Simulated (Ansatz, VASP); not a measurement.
**WS2 (Tungstenite) in two plane-wave programs**

One calculation is typed for both programs; each brings its own data sets and cutoff. How far apart do they land? The cell is taken from a series of VASP runs on this material, whose earlier steps may have relaxed, scaled or displaced it; both programs get it as it stands.

Calculated with Ansatz 0.2.0; plane waves, with VASP 6.6.1 beside it; relaxation of cell and atoms at PBEsol.

## 1. The starting structure

It takes space group R3m (No. 160, trigonal). The conventional cell has a = 3.144 Å, b = 3.144 Å, c = 19.048 Å, α = 90.00°, β = 90.00°, γ = 120.00°. Nearest to W lie 6 S at 2.40 Å. S has 3 W at 2.40 Å nearest. Nearest to S lie 3 W at 2.40 Å. Farther neighbours and most contacts between anions are not listed.

Coordinates:

```
W S
1.0
     1.57180    0.90748    6.34927
    -1.57180    0.90748    6.34927
     0.00000   -1.81496    6.34927
W S
1 2
Direct
  0.99933 0.99933 0.99933
  0.58371 0.58371 0.58371
  0.74826 0.74826 0.74826
```

## 2. VASP: relaxation of cell and atoms, PBEsol

The relaxed volume is the usual yardstick between codes: its relative difference is about their pressure difference at one cell divided by the bulk modulus.

Lines of VASP's logs that name or quote its potential files are left out, and so is its time.

File INCAR:

```
SYSTEM = WS2
PREC = Accurate
ENCUT = 520
EDIFF = 1E-07
NELM = 100
ISMEAR = 0
SIGMA = 0.03
LREAL = .FALSE.
ALGO = Normal
GGA = PS
NBANDS = 15
LASPH = .TRUE.
LORBIT = 11
LWAVE = .FALSE.
LCHARG = .FALSE.
KPAR = 4
IBRION = 2
NSW = 50
ISIF = 3
EDIFFG = -0.005
```

File POSCAR:

```
WS2
1.0
    1.5718016135      0.9074800847      6.3492709592
   -1.5718016135      0.9074800847      6.3492709592
    0.0000000000     -1.8149601693      6.3492709592
W S
1 2
Direct
    0.9993293922      0.9993293922      0.9993293922
    0.5837132040      0.5837132040      0.5837132040
    0.7482574038      0.7482574038      0.7482574038
```

File KPOINTS:

```
Automatic mesh
0
Gamma
10 10 10
0 0 0
```

PAW data sets: W and S (PBE family, release 64).

Started as:

```bash
> mpirun -np 4 vasp_std
```

Numbers of over 12 decimals in the logs are rounded to 6 here.

The log of the run:

```text
[banner, memory and clock lines left out]
running    4 mpi-ranks, on    1 nodes
 distrk:  each k-point on    1 cores,    4 groups
 distr:  one band on    1 cores,    1 groups

 POSCAR found type information on POSCAR W S
 POSCAR found :  2 types and       3 ions
|                                                                             |
|               ----> ADVICE to this user running VASP <----                  |
|                                                                             |
|     You enforced a specific xc type in the INCAR file but a different       |
|     [... a line on the potential file left out ...]
|     I HOPE YOU KNOW WHAT YOU ARE DOING!                                     |
|                                                                             |

 LDA part: xc-table for (Slater+PW92), standard interpolation
 POSCAR, INCAR and KPOINTS ok, starting setup
 FFT: planning ... GRIDC
 FFT: planning ... GRID_SOFT
 FFT: planning ... GRID
 WAVECAR not read
 entering main loop
       N       E                     dE             d eps       ncg     rms          rms(c)
DAV:   1     0.802353718778E+02    0.80235E+02   -0.79651E+03  3488   0.104E+03
DAV:   2    -0.208392661657E+02   -0.10107E+03   -0.94597E+02  4502   0.231E+02
DAV:   3    -0.265827937805E+02   -0.57435E+01   -0.56909E+01  4740   0.539E+01
DAV:   4    -0.266567094985E+02   -0.73916E-01   -0.73884E-01  4432   0.699E+00
DAV:   5    -0.266582016696E+02   -0.14922E-02   -0.14921E-02  4881   0.962E-01    0.293E+01
DAV:   6    -0.255441953278E+02    0.11140E+01   -0.27546E+00  5260   0.123E+01    0.128E+01
DAV:   7    -0.253877314204E+02    0.15646E+00   -0.84887E-01  3851   0.747E+00    0.665E+00
DAV:   8    -0.253339153341E+02    0.53816E-01   -0.13953E-01  4461   0.311E+00    0.104E+00
DAV:   9    -0.253323853778E+02    0.15300E-02   -0.15452E-02  4642   0.916E-01    0.542E-01
DAV:  10    -0.253316598747E+02    0.72550E-03   -0.69693E-03  4360   0.543E-01    0.186E-01
DAV:  11    -0.253315620616E+02    0.97813E-04   -0.80928E-04  4558   0.199E-01    0.623E-02
DAV:  12    -0.253315723969E+02   -0.10335E-04   -0.23878E-05  4670   0.411E-02    0.439E-02
DAV:  13    -0.253315840198E+02   -0.11623E-04   -0.18227E-05  4670   0.277E-02    0.141E-02
DAV:  14    -0.253315846138E+02   -0.59392E-06   -0.17031E-06  4824   0.907E-03    0.383E-03
DAV:  15    -0.253315846914E+02   -0.77608E-07   -0.31026E-07  4726   0.365E-03
   1 F= -.25331585E+02 E0= -.25331585E+02  d E =-.253316E+02
 curvature:   0.00 expect dE= 0.000E+00 dE for cont linesearch  0.000E+00
 trial: gam= 0.00000 g(F)=  0.484E-07 g(S)=  0.171E-06 ort = 0.000E+00 (trialstep = 0.100E+01)
 search vector abs. value=  0.220E-06
 reached required accuracy - stopping structural energy minimisation
```

From OUTCAR (step 2):

```text
ion  position               nearest neighbor table
   1  0.999  0.999  0.999-   3 2.40   3 2.40   3 2.40   2 2.40   2 2.40   2 2.40
   2  0.584  0.584  0.584-   1 2.40   1 2.40   1 2.40
   3  0.748  0.748  0.748-   1 2.40   1 2.40   1 2.40

  LATTYP: Found a trigonal (rhomboedric) cell.
 ALAT       =     6.6035840367
 COS(alpha) =     0.8866905744

 Subroutine GETGRP returns: Found  6 space group operations
 (whereof  6 operations were pure point group operations)

The static configuration has the point symmetry C_3v.

 Found    116 irreducible k-points:

   k-points           NKPTS =    116   k-points in BZ     NKDIM =    116   number of bands    NBANDS=     15

   dimension x,y,z NGX =    50 NGY =   50 NGZ =   50
   dimension x,y,z NGXF=   100 NGYF=  100 NGZF=  100

   ENCUT  =  520.0 eV  38.22 Ry    6.18 a.u.  12.28 12.28 12.28*2*pi/ulx,y,z

   NELECT =      18.0000    total number of electrons

 k-points in reciprocal lattice and weights: Automatic mesh
   0.00000000  0.00000000  0.00000000       0.001
   0.10000000  0.00000000  0.00000000       0.006
   0.20000000  0.00000000  0.00000000       0.006
   0.30000000  0.00000000  0.00000000       0.006
   0.40000000 -0.00000000  0.00000000       0.006
   0.50000000  0.00000000  0.00000000       0.003
   0.10000000  0.10000000  0.00000000       0.006
   0.20000000  0.10000000  0.00000000       0.012
   0.30000000  0.10000000  0.00000000       0.012
[...]
-0.40000000  0.50000000  0.40000000       0.006
   0.50000000  0.50000000  0.50000000       0.001

 average (electrostatic) potential at core
       1 -39.8660       2 -86.0339       3 -86.0311

 E-fermi :   6.1096

 k-point     1 :       0.0000    0.0000    0.0000
  band No.  band energies     occupation
    ...
      5       2.5530      2.00000
      6       3.8287      2.00000
      7       3.8287      2.00000
      8       4.2820      2.00000
      9       4.7747      2.00000
     10       8.3636      0.00000
     11       8.3636      0.00000
     12       8.6185      0.00000
     13       8.6185      0.00000
     14      10.8653      0.00000
    ...

 k-point     2 :       0.1000    0.0000    0.0000
  band No.  band energies     occupation
    ...
      5       2.7257      2.00000
      6       3.1247      2.00000
      7       3.5603      2.00000
      8       4.5321      2.00000
      9       4.8381      2.00000
     10       8.0849      0.00000
     11       8.3116      0.00000
     12       8.4660      0.00000
     13       8.6720      0.00000
     14      11.6193      0.00000
    ...

 k-point     3 :       0.2000    0.0000    0.0000
  band No.  band energies     occupation
    ...
      5       2.1309      2.00000
      6       2.9902      2.00000
      7       3.1854      2.00000
      8       4.3202      2.00000
      9       4.6525      2.00000
     10       7.4355      0.00000
     11       8.1939      0.00000
     12       8.6354      0.00000
     13       9.2740      0.00000
     14      12.6727      0.00000
    ...

  Total       -0.0007223     -0.0007223      0.0030992     -0.0000000      0.0000000      0.0000000
  in kB       -0.0212965     -0.0212965      0.0913788     -0.0000000      0.0000000      0.0000000
  external PRESSURE =       0.0162619 kB  Pullay stress =       0.0000000 kB

  energy-cutoff  :      520.00
  volume of cell :       54.34
      direct lattice vectors                 reciprocal lattice vectors
     1.571801613  0.907480085  6.349270959     0.318106303  0.183658760  0.052499466
    -1.571801613  0.907480085  6.349270959    -0.318106303  0.183658760  0.052499466
     0.000000000 -1.814960169  6.349270959     0.000000000 -0.367317519  0.052499466

 POSITION                                       TOTAL-FORCE (eV/Angst)
 -----------------------------------------------------------------------------------
      0.00000      0.00000     19.03504         0.000000     -0.000000     -0.000319
      0.00000      0.00000     11.11846         0.000000      0.000000      0.000812
      0.00000      0.00000     14.25267         0.000000     -0.000000     -0.000493
 -----------------------------------------------------------------------------------
    total drift:                               -0.000000     -0.000000      0.000094

  FREE ENERGIE OF THE ION-ELECTRON SYSTEM (eV)
  ---------------------------------------------------
  free  energy   TOTEN  =       -25.3315846914 eV

  energy  without entropy=      -25.3315846914  energy(sigma->0) =      -25.33158469

 reached required accuracy - stopping structural energy minimisation

 total charge
# of ion       s       p       d       tot
------------------------------------------
    1        0.570   0.730   4.321   5.621
    2        1.354   2.346   0.000   3.700
    3        1.354   2.347   0.000   3.700
--------------------------------------------------
tot          3.277   5.424   4.321  13.021

[... 3 further parts left out ...]
```

CONTCAR:

```
WS2
   1.00000000000000
     1.5718016134999999    0.9074800847000000    6.3492709592000001
    -1.5718016134999999    0.9074800847000000    6.3492709592000001
     0.0000000000000000   -1.8149601692999999    6.3492709592000001
  W               S
     1     2
Direct
     0.9993293922000035    0.9993293922000035    0.9993293922000035
     0.5837132039999986    0.5837132039999986    0.5837132039999986
     0.7482574037999967    0.7482574037999967    0.7482574037999967
```

This run has no spin polarisation, so a moment on W, if there is one, isn't seen. The data set W keeps the semicore shell frozen, which is cheaper and a little less accurate.

## 3. Ansatz: relaxation of cell and atoms, PBEsol

Ansatz runs on its default PAW (the set named soft_2) files.

The same cell, functional, mesh and smearing now go to Ansatz, which takes its cutoff from its data sets.

File input.yaml:

```yaml
crystal:
  lattice:
    - [1.5718016135, 0.9074800847, 6.3492709592]
    - [-1.5718016135, 0.9074800847, 6.3492709592]
    - [0.0, -1.8149601693, 6.3492709592]
  atoms:
    - { symbol: W, position: [0.9993293922, 0.9993293922, 0.9993293922] }
    - { symbol: S, position: [0.583713204, 0.583713204, 0.583713204] }
    - { symbol: S, position: [0.7482574038, 0.7482574038, 0.7482574038] }
hamiltonian:
  xc: pbesol
  pseudopotentials: { kind: paw }
kpoints:
  mp_grid: { grid: [10, 10, 10] }
scf:
  occupations: { method: gaussian, width: 0.03 }
relax:
  f_tol: 0.01
  max_steps: 60
  cell: { stress_tol: 0.05 }
output:
  forces: true
  stress: true
```

Started as:

```bash
> ansatz run input.yaml --threads 4 --pin off --max-ram 9216MiB --backend cpu --events-out ev --progress --plain --runs-dir out
```

The log of the run:

```text
basis.fft_grid_basis auto: the FFT boxes are laid along the combinations [[1, 0, -1], [0, 1, -1], [0, 0, 1]] of the cell's own vectors, 3.144, 3.144 and 6.604 Å long. The dense box has 24×24×45 points. Along the cell's own vectors, as sized, it would have 45×45×45, 3.52 times as many. Of the 6 symmetry operations that the crystal satisfies within crystal.symmetry.tolerance (time reversal apart; of a slab, those that  [...]
Engine: ansatz 0.2.0, aarch64-unknown-linux-gnu
Pseudopotentials: kind: paw
Pseudopotential: W, paw, valence charge 14, recommended cutoff 420 eV (normal), W.paw.azcp
Pseudopotential: S, paw, valence charge 6, recommended cutoff 420 eV (normal), S.paw.azcp
Functional definition: PBEsol
  exchange = pbesol_x
  correlation = pbesol_c
Crystal: 3 atoms, lattice volume = 54.339 Å³
Basis set: ecut = 420 eV, 1035 PW (Γ), FFT grids on a1−a3, a2−a3, a3, exchange–correlation on 48×48×90 points (8 copies of the dense FFT grid, shifted against one another)
Bands: 17, of which v1, the nominal top of the filled ones, is band 13 counted from 1 (12 counted from 0)
Symmetry: 6 space group operations
Space group: R3m (ITA 160), of the structure as read, at distance tolerance 3.8e-5 Å
k-points: 116 of 1000 (time reversal used)
Non-local potential: W, projectors of the file, l = 0: 3, l = 1: 2, l = 2: 2, l = 3: 1
Non-local potential: S, projectors of the file, l = 0: 2, l = 1: 2, l = 2: 2
PAW form: soft (Blöchl's): semilocal exchange-correlation on the pseudo side does not see the compensation charge
PAW frozen core: W, regenerated for the run's functional, and the local potential with it (the file was generated under x = pbe(κ = 0.804, μ = 0.219515), c = pbe(β = 0.066725))
PAW frozen core: S, regenerated for the run's functional, and the local potential with it (the file was generated under x = pbe(κ = 0.804, μ = 0.219515), c = pbe(β = 0.066725))
PAW one-centre angular grid: W, 590 points (default); XC on 64 Gauss nodes
PAW one-centre angular grid: S, 110 points (default); XC on 64 Gauss nodes
Initial density: superposition of atomic densities (neutral atoms: chi_scale 0, normalization atom), corrected by the library's trained network
Initial wavefunctions: pseudopotential atomic-orbital guess
Functional: x = pbesol(κ = 0.804, μ = 0.123457), c = pbesol(β = 0.046)
SCF iter   1: F=—  HF=-12029.085043 eV  |F-HF|=—  |Δ(HF+E_count)|=         —  Δρ=8.78e-3  dr2=7.74e-2  ethr=1.77e-3  ⟨swp⟩=6.0  Hψ=11756  notcnv=0
preconditioner: auto → none  [insulator: Δε(μ)=1.181 eV  Ē_g=8.820 eV  σ=0.030 eV  W_gap=1.00  n_scr=16 (ndim 8)  ℏωp=21.4 eV  f_vac=0.026  D(μ)=0.00/eV (n_scr^D=0)  ε∞_Penn≈6.9]
SCF iter   2: F=—  HF=-12029.112639 eV  |F-HF|=—  |Δ(HF+E_count)|=   2.76e-2  Δρ=1.10e-2  dr2=2.35e-1  ethr=2.98e-4  ⟨swp⟩=3.4  Hψ=4688  notcnv=0  recentre
SCF iter   3: F=—  HF=-12029.074920 eV  |F-HF|=—  |Δ(HF+E_count)|=   3.77e-2  Δρ=3.47e-3  dr2=5.17e-3  ethr=2.98e-4  ⟨swp⟩=3.0  Hψ=3501  notcnv=0
SCF iter   4: F=—  HF=-12029.076072 eV  |F-HF|=—  |Δ(HF+E_count)|=   1.15e-3  Δρ=9.68e-4  dr2=1.85e-4  ethr=1.99e-5  ⟨swp⟩=2.2  Hψ=3430  notcnv=0
SCF iter   5: F=—  HF=-12029.076292 eV  |F-HF|=—  |Δ(HF+E_count)|=   2.20e-4  Δρ=2.66e-4  dr2=4.45e-5  ethr=7.11e-7  ⟨swp⟩=2.0  Hψ=2836  notcnv=0
SCF iter   6: F=—  HF=-12029.076318 eV  |F-HF|=—  |Δ(HF+E_count)|=   2.58e-5  Δρ=1.32e-4  dr2=1.88e-5  ethr=1.71e-7  ⟨swp⟩=2.0  Hψ=2893  notcnv=0
SCF iter   7: F=—  HF=-12029.076317 eV  |F-HF|=—  |Δ(HF+E_count)|=   5.06e-7  Δρ=5.95e-5  dr2=3.64e-6  ethr=7.24e-8  ⟨swp⟩=1.0  Hψ=1975  notcnv=0
SCF iter   8: F=-12029.076317 eV  HF=-12029.076317 eV  |F-HF|=3.00e-8  |Δ(HF+E_count)|=   1.51e-7  Δρ=1.27e-5  dr2=9.55e-8  ethr=3.85e-10  ⟨swp⟩=4.3  Hψ=9083  notcnv=0
SCF 1 converged in 8 iterations: F = -12029.076317 eV  dr2 = 9.55e-8
  greatest PAW one-centre occupation: 1.000 electrons in one spin orbital (limit 2), on the W atom at site 0 (counted from 0), in its partial waves of l = 0
relax step   1: F+E_penalty+E_count = -12029.07631726 eV  Δ(F+E_penalty+E_count) = +0.000e0 eV  max|allowed force component| = 1.826e-2 eV/Å  Δτ_max = 0.0000 Å  P = +0.375 GPa  Ω = 54.339 Å³  (8 SCF iters, dr2 threshold 1.00e-7 eV, accepted)
[...]
relax step   2: F+E_penalty+E_count = -12029.07613871 eV  Δ(F+E_penalty+E_count) = +1.785e-4 eV  max|allowed force component| = 2.317e-2 eV/Å  Δτ_max = 0.0063 Å  P = -0.213 GPa  Ω = 54.758 Å³  energy of the carried Pulay correction = -6.611e-5 eV  (5 SCF iters, dr2 threshold 3.00e-7 eV, rejected (line search))
[...]
relax step   3: F+E_penalty+E_count = -12029.07648902 eV  Δ(F+E_penalty+E_count) = -1.718e-4 eV  max|allowed force component| = 5.673e-3 eV/Å  Δτ_max = 0.0030 Å  P = +0.046 GPa  Ω = 54.552 Å³  energy of the carried Pulay correction = -3.373e-5 eV  (9 SCF iters, accepted)
[...]
relax step   4: F+E_penalty+E_count = -12029.07649289 eV  Δ(F+E_penalty+E_count) = -3.873e-6 eV  max|allowed force component| = 1.348e-3 eV/Å  Δτ_max = 0.0014 Å  P = +0.004 GPa  Ω = 54.611 Å³  energy of the carried Pulay correction = -4.302e-5 eV  (5 SCF iters, dr2 threshold 2.22e-8 eV, accepted)
[...]
relax step   5: F+E_penalty+E_count = -12029.07653867 eV  Δ(F+E_penalty+E_count) = -4.578e-5 eV  max|allowed force component| = 1.329e-3 eV/Å  Δτ_max = 0.0000 Å  P = +0.005 GPa  Ω = 54.611 Å³  stress off target by 3.88e-2 GPa  SCF on the basis re-selected at this cell (its energy is not comparable with the rows above)  (6 SCF iters)
basis re-selected at this cell: Δ(F+E_penalty+E_count) = -4.578e-5 eV, ΔP = +0.000 GPa vs the last step (what re-selecting the basis moved, of the pressure what is left beyond the Pulay correction that the steps carried, after the strain that the cell walked since its last selection, with what the two solves' SCF thresholds leave and, on support functions, any second-order correction that the steps lacked; it is no m [...]
SCF converged after 6 iterations
Free energy (F): -12029.076539 eV
Harris-Foulkes:  -12029.076539 eV  (|F-HF|=2.91e-11)
Internal energy: -12029.076539 eV  (E = F + TS)
E sigma→0 (E₀):  -12029.076539 eV
Fermi energy:    11.675302 eV
--- Per-component energies (eV) ---
  E_band       = -200.181176
  E_kinetic    = 666.968543
  E_local      = -1900.247974  (includes V_loc(G=0)·N_el)
  E_nonlocal   = 60.338229
  E_hartree    = 762.627932
  E_xc         = -458.767465
  E_vxc        = -415.073242  (∫ρ·V_xc dr)
  E_paw        = -9604.531061  (= ΣΔE_a)
  E_vpaw       = -137.422591  (= ΣTr[D̂ρ^β])
  E_aug_tail   = -0.000066  (compensation charges beyond the density's cutoff)
  E_ewald      = -1555.810367
  E_core_change = 0.345691  (= ΣΔE_core)
  E_smearing   = -0.000000  (= −TS)
  E_closure    = -0.000000  (closes the sum)
  Σ components = -12029.076539   (vs F -12029.076539, Δ=0.00e0)
--- Forces (eV/Å), atoms counted from 1 ---
  atom   1  W      0.00000000    -0.00000000    -0.00017859
  atom   2  S      0.00000000    -0.00000000    -0.00115046
  atom   3  S      0.00000000     0.00000000     0.00132901
  max |Σ_I F_I| component: 4.62e-8 eV/Å
--- Stress (GPa, compression-positive) ---
       -0.012533       0.000000       0.000000
        0.000000      -0.012533       0.000000
        0.000000       0.000000       0.038768
  P = ⅓ Tr σ = 0.0046 GPa (0.046 kbar)
--- Relaxed structure (4 steps of the walk, 3 accepted, 1 SCFs on fresh bases) ---
  F+E_penalty+E_count = -12029.07653867 eV   max|allowed force component| = 1.329e-3 eV/Å   (the final SCF, on the basis selected at the relaxed cell)
  cell:  # Å, volume = 54.6114 Å³
    - [1.573825, 0.908648, 6.364728]
    - [-1.573825, 0.908648, 6.364728]
    - [7.449193991051228e-19, -1.817296, 6.364728]
  atoms:
    - { symbol: W, position: [0.999329, 0.999329, 0.999329] }
    - { symbol: S, position: [0.583942, 0.583942, 0.583942] }
    - { symbol: S, position: [0.748029, 0.748029, 0.748029] }
```

The job ended after 15 s (4 threads of Arm Neoverse V1, shared host; peak memory 0.44 GiB).

## 4. Differences

Known differences besides the potentials themselves: both relaxations stop at a tolerance, which leaves soft axes loose, and VASP keeps its plane-wave basis; the data sets hold 26 valence electrons in Ansatz (default PAW (the set named soft_2) files) and 18 in VASP; the cutoff is 420 eV in Ansatz and 520 eV in VASP; Ansatz makes its cores anew for this functional, VASP keeps those of its PBE data sets; Ansatz adds a Pulay correction to the stress that steers its cell, VASP none. Total energies have different zeros and are not compared.

Both answers:

```tsv
quantity	Ansatz	VASP	difference
volume (Å³)	54.61	54.34	+0.50 %
edge a after relaxation, in the typed setting (Å)	6.619	6.604	+0.23 %
```

The walks stopped with 0.00 GPa left in Ansatz and 0.00 GPa in VASP; each walk ends within a tolerance, so the volume difference is uncertain by about these residues over the bulk modulus, most in soft cells.

## 5. What came out

* difference in volume (relaxation of cell and atoms, PBEsol): 0.50 %

**Reading.** The difference in volume is 0.50 % (relaxation of cell and atoms, PBEsol), within the 1.2 % picked in this series as the mark of a large difference, as far as the stopping tolerances let one tell. Such differences can come from data sets, numerical settings and the points named under the comparisons, not from the functional's error against experiment.

[Lines on the potential files, build, host, timing and source positions are cut from VASP's logs without a mark.]

[Logs are printed without paths, hosts, clocks, repeated set-up lines and the standing remarks that a program may print on its own settings, such as how far it seeks lower states.]

[Hosts, paths, dates, database ids (printed as entryN), source tags and the programs' standing remarks are cut or masked in the printed files.]
